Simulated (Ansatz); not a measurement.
## Sn: single point with B3LYP

Sn:

```
CELL_PARAMETERS angstrom
0.00000 3.23334 3.23334
3.23334 0.00000 3.23334
3.23334 3.23334 0.00000
ATOMIC_POSITIONS crystal
Sn 0.75000 0.75000 0.75000
Sn 0.50000 0.50000 0.50000
```

This isn't the form of Sn at room conditions, which is tetragonal (white tin).

* Program: Ansatz 0.2.0
* Task: single point
* Functional: B3LYP
* Potentials or basis: Ansatz PAW
* Cutoff: 420 eV (not typed: the program's choice for these potentials)
* k mesh: 4 × 4 × 4
* Occupations: fermi-dirac, width 0.05 eV
* Spin: no spin polarisation

| Item | Value |
| --- | --- |
| Pressure | 4.9 GPa |
| Band gap on the k mesh | none (metal or under the smearing width) |

Levels at points of the mesh, in eV from the Fermi level:
```
             k point  band 11  band 12  band 13  band 14  band 15  band 16  band 17  band 18
  (0.00, 0.00, 0.00)   -11.93    -0.46    -0.03    -0.03    -0.03     2.87     2.87     2.87
 (0.00, 0.00, -0.50)   -10.15    -7.16    -1.49    -1.49     0.62     4.04     4.04     6.65
(0.00, -0.50, -0.50)    -8.52    -8.52    -2.96    -2.96     1.52     1.52     8.85     8.85
```

Run time: 8.9 s on 2 threads of Intel(R) Xeon(R) Platinum 8488C (Sapphire Rapids) (shared host), peak memory 0.77 GiB.

Caveat: the k mesh is coarse (spacing up to 0.42 Å⁻¹), so the values aren't converged, least of all with exact exchange; the PAW data sets come from PBE, with cores solved anew for the run's functional, which leaves a small shift of forces and pressure; the thresholds are loose for stress.
